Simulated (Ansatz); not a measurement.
**Pb: what symmetry allows forces and stress to be**

```
CELL_PARAMETERS angstrom
3.49027 0.00000 0.00000
-1.74513 3.02266 0.00000
0.00000 0.00000 5.94189
ATOMIC_POSITIONS crystal
Pb 0.33333 0.66667 0.25537
Pb 0.66667 0.33333 0.74463
```

These are results of Ansatz, DFT PBE, scalar-relativistic, plane waves, PAW, not measurements.

Cutoff 420 eV; k points 12×12×6 on the computed 2-atom cell (Γ-centred); Gaussian smearing, width 0.10 eV; no spin polarisation.

This distorted cell has space group P-3m1, with 12 operations.

Question: Without a calculation: in which directions can each atom feel a force?

Answer: A force must be left unchanged by every operation that keeps its atom in place, so it lies in the space that those operations leave fixed. Atoms that the group maps onto each other feel forces of one size.
```tsv
atom	site symmetry	operations at the site	equivalent to atom	allowed force (Cartesian)
Pb1	3m.	6	1	along (0.00, 0.00, 1.00)
Pb2	3m.	6	1	along (0.00, 0.00, 1.00)
```

That leaves 1 independent force component of 6. A relaxation in this cell that keeps the symmetry moves the atoms in these directions alone.

Question: And the stress tensor?

Answer: It must be invariant under the point group, which leaves 2 independent components: yz, xz, xy vanish; xx = yy.

Question: Do the computed values obey this?

Answer: Yes. Forces (eV/Å):
```
Pb1  0.000  0.000 -0.102
Pb2  0.000  0.000  0.102
```

Stress (GPa, compression positive, xx yy zz yz xz xy): 1.34 1.34 -0.56 0.00 0.00 0.00. The program imposes the same operations on density, forces and stress, so this confirms the analysis and is no independent test of the calculation.

Spin–orbit coupling is left out, which can shift energies with elements as heavy as these.

This form isn't the element's structure at ambient conditions.